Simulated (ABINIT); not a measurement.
# Quasiparticle gap of CdS (Hawleyite) in ABINIT, part 3 of 3

Aim: the G0W0 gap of CdS (Hawleyite) on LDA, step by step.

ABINIT 10.8.3; LDA and many-body steps on it, plane waves. Known limits of the many-body steps: not at the basis limit; no spin-orbit coupling; coarse k mesh.

So far. Step 4 (Empty states on the mesh, 4×4×4 mesh, 313 bands): On this mesh the gap is 0.860 eV. Step 5 (Screening, 4×4×4 mesh, 285 bands, screening to 244.9 eV): Local fields lower ε∞ by 4 %. On a Γ-centred mesh this coarse the value itself is usually too large, while a short band sum pulls it down.

## 6. Self-energy, 4×4×4 mesh, 285 bands, screening to 244.9 eV

The self-energy is evaluated for the states that the input lists, and the levels follow from it, in one-shot runs by the linearised quasiparticle equation.

This step: G0W0 on LDA, plane waves, norm-conserving pseudopotentials.

Contents of run.abi:

```
acell 3*1.0 Angstrom
rprim 
  -0.000000000000 2.916500000000 2.916500000000
  2.916500000000 -0.000000000000 2.916500000000
  2.916500000000 2.916500000000 -0.000000000000
ntypat 2
znucl 48 16
natom 2
typat 1 2
xred 
  0.000000000000 0.000000000000 0.000000000000
  0.250000000000 0.250000000000 0.250000000000
pp_dirpath "pseudos"
pseudos "Cd.upf, S.upf"
ecut 47
ngkpt 4 4 4
nshiftk 1
shiftk 0 0 0
kptopt 1
chksymbreak 0
istwfk *1
occopt 1
irdwfk 1
optdriver 4
nband 285
gwcalctyp 0
ecutsigx 47
symsigma 1
nkptgw 8
kptgw 
  0.0000000000 0.0000000000 0.0000000000
  0.2500000000 0.0000000000 0.0000000000
  0.5000000000 0.0000000000 0.0000000000
  0.2500000000 0.2500000000 0.0000000000
  0.5000000000 0.2500000000 0.0000000000
  -0.2500000000 0.2500000000 0.0000000000
  0.5000000000 0.5000000000 0.0000000000
  -0.2500000000 0.5000000000 0.2500000000
bdgw 
  6 23
  6 23
  6 23
  6 23
  6 23
  6 23
  6 23
  6 23
ecuteps 9
irdscr 1
ppmodel 1
indata_prefix "in"
outdata_prefix "out"
tmpdata_prefix "tmp"
```

On the command line:

```bash
OMP_NUM_THREADS=1 mpirun -n 4 abinit run.abi > log
```

Numbers of over 12 decimals in the logs are rounded to 6 here.

The log of the run:

```text
.Version 10.8.3 of ABINIT. v10.8.2 released Aug 2026.

 Symmetries : space group F-4 3 m (#216); Bravais cF (face-center cubic)
[... echo of the input left out ...]
== DATASET  1 ==================================================================
-   mpi_nproc: 4, omp_nthreads: 1 (-1 if OMP is not activated)

--- !DatasetInfo
iteration_state: {dtset: 1, }
dimensions: {natom: 2, nkpt: 8, mband: 285, nsppol: 1, nspinor: 1, nspden: 1, mpw: 5180, }
cutoff_energies: {ecut:  47.0, pawecutdg:  -1.0, }
electrons: {nelect:   2.60000000E+01, charge:   0.00000000E+00, occopt:   1.00000000E+00, tsmear:   1.00000000E-02, }

 SIGMA: Calculation of the GW corrections

 Based on a program developped by R.W. Godby, V. Olevano, G. Onida, and L. Reining.
 Incorporated in ABINIT by V. Olevano, G.-M. Rignanese, and M. Torrent.
.Using double precision arithmetic ; gwpc =  8

[... cell and pseudopotentials left out ...]
--------------------------------------------------------------------------------

 ==== K-mesh for the wavefunctions ====
 Number of points in the irreducible wedge :     8
[... list of points left out ...]
 Together with 24 symmetry operations and time-reversal symmetry
 yields    64 points in the full Brillouin Zone.

 ==== Q-mesh for screening function ====
 Number of points in the irreducible wedge :     8
[... list of points left out ...]
 Together with 24 symmetry operations and time-reversal symmetry
 yields    64 points in the full Brillouin Zone.

 vcoul_init : cutoff-mode = AUXILIARY_FUNCTION
 q-points for optical limit:   1
     1)      0.000010    0.000020    0.000030
 setmesh: FFT mesh size selected  =    50x   50x   50
          total number of points  =       125000

 Number of electrons calculated from density =   26.0000; Expected =   26.0000
 average of density, n =  0.077653
 r_s =    1.4541
 omega_plasma =   26.8804 [eV]

 === KS Band Gaps ===
  >>>> For spin  1
   Minimum direct gap =   0.8603 [eV], located at k-point      :   0.0000  0.0000  0.0000
   Fundamental gap    =   0.8603 [eV], Top of valence bands at :   0.0000  0.0000  0.0000
                                       Bottom of conduction at :   0.0000  0.0000  0.0000
 SIGMA fundamental parameters:
 PLASMON POLE MODEL  1
 number of plane-waves for SigmaX                 5065
 number of plane-waves for SigmaC and W            411
 number of plane-waves for wavefunctions          5065
 number of bands                                   285
 number of independent spin polarizations            1
 number of spinorial components                      1
 number of k-points in IBZ                           8
 number of q-points in IBZ                           8
 number of symmetry operations                      24
 number of k-points in BZ                           64
 number of q-points in BZ                           64
 number of frequencies for dSigma/dE                 9
 frequency step for dSigma/dE [eV]                0.25
 number of omega for Sigma on real axis              0
 max omega for Sigma on real axis  [eV]           0.00
 zcut for avoiding poles [eV]                     0.10

 EPSILON^-1 parameters (SCR file):
 dimension of the eps^-1 matrix on file            411
 dimension of the eps^-1 matrix used               411
 number of plane-waves for wavefunctions          5065
 number of bands                                   285
 number of q-points in IBZ                           8
 number of frequencies                               2
 number of real frequencies                          1
 number of imag frequencies                          1

 matrix elements of self-energy operator (all in [eV])

 Perturbative Calculation

--- !SelfEnergy_ee
iteration_state: {dtset: 1, }
kpoint     : [   0.000,    0.000,    0.000, ]
spin       : 1
KS_gap     :    0.860
QP_gap     :    2.129
Delta_QP_KS:    1.269
data: !SigmaeeData |
     Band     E0 <VxcDFT>   SigX SigC(E0)      Z dSigC/dE  Sig(E)    E-E0       E
        6  -3.650 -24.405 -32.265   6.063   0.736  -0.359 -25.727  -1.323  -4.972
        7  -3.650 -24.405 -32.265   6.063   0.736  -0.359 -25.727  -1.323  -4.972
        8  -3.650 -24.405 -32.265   6.063   0.736  -0.359 -25.727  -1.323  -4.972
        9  -3.164 -25.793 -33.686   6.057   0.746  -0.341 -27.162  -1.368  -4.533
       10  -3.164 -25.793 -33.686   6.057   0.746  -0.341 -27.162  -1.368  -4.533
       11   4.103 -15.269 -18.337   1.803   0.776  -0.289 -16.250  -0.981   3.122
       12   4.103 -15.269 -18.337   1.803   0.776  -0.289 -16.250  -0.981   3.122
       13   4.103 -15.269 -18.337   1.803   0.776  -0.289 -16.250  -0.981   3.122
       14   4.963 -11.104  -6.830  -3.917   0.807  -0.239 -10.816   0.288   5.252
       15  10.438 -11.032  -5.847  -4.544   0.805  -0.242 -10.516   0.516  10.954
[...]
--- !SelfEnergy_ee
iteration_state: {dtset: 1, }
kpoint     : [   0.250,    0.000,    0.000, ]
spin       : 1
KS_gap     :    2.947
QP_gap     :    4.214
Delta_QP_KS:    1.267
data: !SigmaeeData |
     Band     E0 <VxcDFT>   SigX SigC(E0)      Z dSigC/dE  Sig(E)    E-E0       E
[...]
--- !SelfEnergy_ee
iteration_state: {dtset: 1, }
kpoint     : [   0.500,    0.000,    0.000, ]
spin       : 1
KS_gap     :    3.528
QP_gap     :    4.941
Delta_QP_KS:    1.414
data: !SigmaeeData |
     Band     E0 <VxcDFT>   SigX SigC(E0)      Z dSigC/dE  Sig(E)    E-E0       E
[...]
--- !SelfEnergy_ee
iteration_state: {dtset: 1, }
kpoint     : [   0.250,    0.250,    0.000, ]
spin       : 1
KS_gap     :    4.425
QP_gap     :    5.555
Delta_QP_KS:    1.130
data: !SigmaeeData |
     Band     E0 <VxcDFT>   SigX SigC(E0)      Z dSigC/dE  Sig(E)    E-E0       E
[...]
--- !SelfEnergy_ee
iteration_state: {dtset: 1, }
kpoint     : [   0.500,    0.250,    0.000, ]
spin       : 1
KS_gap     :    5.370
QP_gap     :    6.702
Delta_QP_KS:    1.332
data: !SigmaeeData |
     Band     E0 <VxcDFT>   SigX SigC(E0)      Z dSigC/dE  Sig(E)    E-E0       E
[...]
--- !SelfEnergy_ee
iteration_state: {dtset: 1, }
kpoint     : [  -0.250,    0.250,    0.000, ]
spin       : 1
KS_gap     :    4.864
QP_gap     :    6.259
Delta_QP_KS:    1.395
data: !SigmaeeData |
     Band     E0 <VxcDFT>   SigX SigC(E0)      Z dSigC/dE  Sig(E)    E-E0       E
[...]
--- !SelfEnergy_ee
iteration_state: {dtset: 1, }
kpoint     : [   0.500,    0.500,    0.000, ]
spin       : 1
KS_gap     :    5.233
QP_gap     :    6.422
Delta_QP_KS:    1.189
data: !SigmaeeData |
     Band     E0 <VxcDFT>   SigX SigC(E0)      Z dSigC/dE  Sig(E)    E-E0       E
[...]
--- !SelfEnergy_ee
iteration_state: {dtset: 1, }
kpoint     : [  -0.250,    0.500,    0.250, ]
spin       : 1
KS_gap     :    7.476
QP_gap     :    8.604
Delta_QP_KS:    1.128
data: !SigmaeeData |
     Band     E0 <VxcDFT>   SigX SigC(E0)      Z dSigC/dE  Sig(E)    E-E0       E
[...]
19  16.966 -10.056  -4.098  -5.664   0.768  -0.303  -9.830   0.226  17.192
       20  17.134 -12.668  -6.042  -6.009   0.763  -0.311 -12.198   0.470  17.604
       21  17.293 -11.348  -4.745  -6.027   0.759  -0.318 -10.911   0.438  17.730
       22  19.701 -10.195  -3.554  -6.348   0.750  -0.334  -9.976   0.219  19.921
       23  21.578 -10.717  -3.784  -6.675   0.724  -0.381 -10.530   0.187  21.765

 New Fermi energy :        1.538638E-01 Ha ,    4.186847E+00 eV

 === QP Band Gaps ===
  >>>> For spin  1
   Minimum direct gap =   2.1294 [eV], located at k-point      :   0.0000  0.0000  0.0000
   Fundamental gap    =   2.1294 [eV], Top of valence bands at :   0.0000  0.0000  0.0000
                                       Bottom of conduction at :   0.0000  0.0000  0.0000

== END DATASET(S) ==============================================================
================================================================================

 -outvars: echo values of variables after computation  --------
           etotal      0.0000000000E+00
            nband         285
             nkpt           8
          spgroup         216
 [... the other variables as echoed above ...]

 Calculation completed.
```

Elapsed: 27 min, on 4 MPI ranks of Arm Neoverse V1, shared host; peak memory 2.9 GiB; 1.8 h of CPU time.

Numbers from this step:

| Property | Result |
| --- | --- |
| G0W0 gap on the mesh | 2.13 eV |
| starting gap on the mesh | 0.8602 eV |
| k of the valence top | 0, 0, 0 |
| k of the conduction bottom | 0, 0, 0 |
| Z at the valence top | 0.776 |
| Z at the conduction bottom | 0.807 |
| least direct G0W0 gap on the computed points | 2.13 eV |

The gap on the mesh goes from 0.86 eV to 2.13 eV, a correction of +1.27 eV.

Limits: finite bands, cutoff and mesh; no spin-orbit coupling; coarse k mesh. v1 is the top filled band, c1 the lowest empty one. Levels before and after the correction, in eV, zero at the valence-band top of each column:

```csv
,conduction bottom,valence top
Kohn-Sham,0.86,0.00
G0W0,2.13,0.00
```

```csv
,level,energy (eV)
Kohn-Sham,Γ v4,-7.267
Kohn-Sham,Γ v3-v1,0.000
Kohn-Sham,Γ c1,0.860
Kohn-Sham,Γ c2-c4,6.335
G0W0,Γ v4,-7.655
G0W0,Γ v3-v1,0.000
G0W0,Γ c1,2.130
G0W0,Γ c2-c4,7.832
```

## 7. Where the time went

Times are wall times on 4 MPI ranks of Arm Neoverse V1, shared host, good to a factor of about two.

```csv
step,time,share,memory (GiB)
ground state,22 s,1 %,0.37
bands along the symmetry lines,31 s,1 %,0.37
empty states on the mesh,4.1 min,11 %,0.56
screening,3.4 min,10 %,2.5
self-energy,27 min,77 %,2.9
```

## 8. Summary of results

| Item | Value |
| --- | --- |
| LDA gap | 0.86 eV, direct |
| G0W0 gap on the mesh | 2.13 eV |
| GW settings | 4×4×4 mesh, 285 bands, screening to 244.9 eV, Godby-Needs plasmon pole |
| known limits | not at the basis limit; no spin-orbit coupling; coarse k mesh |

What this shows: G0W0 moves the gap on the mesh from 0.86 eV to 2.13 eV (+1.27 eV), with Z of 0.78 and 0.81 at the edges. Local fields lower the RPA ε∞ on this mesh from 19.36 to 18.50; a Γ-centred mesh this coarse tends to raise both, most where the direct gap is narrow, while a short band sum lowers them. The dearest step here is «self-energy». Against experiment, by G0W0@LDA: the gap of 2.13 eV lies −0.29 eV from the measured 2.42 eV (optical, 1995). An exciton line or allowed optical edge lies below the quasiparticle gap by the binding energy; a forbidden edge can push the onset above it. The calculation has static nuclei and no excitons; a measured gap holds zero-point and thermal motion, which mostly lowers it. Bands and cutoff are finite, so the gap is not at the basis limit. The miss can reach some tenths of an eV and take either sign; the mesh is an error of its own. The 4×4×4 mesh is coarse for this cell, which bears on the long-range parts of exchange and screening. The many-body steps are scalar-relativistic: spin-orbit coupling is not in them.

[Paths, hosts, dates, memory and timing lines, banners, echoed tables and standing remarks are left out of the program output.]

[Logs are printed without paths, hosts, clocks, repeated set-up lines and the standing remarks that a program may print on its own settings, such as how far it seeks lower states.]

[Runs of the session that timed out or met a known fault of the program may be left out.]

[Hosts, paths, dates, database ids (printed as entryN), source tags and the programs' standing remarks are cut or masked in the printed files.]

[G0W0 gaps are taken among the corrected bands and points alone; a level outside them can change the order at an edge.]

[Where Ansatz stands beside ABINIT at settings called matched, ABINIT's density can come from a denser mesh and the files from another edition; pairs whose starting gaps differed by over 0.03 eV were left out, so agreement reads better than it is.]
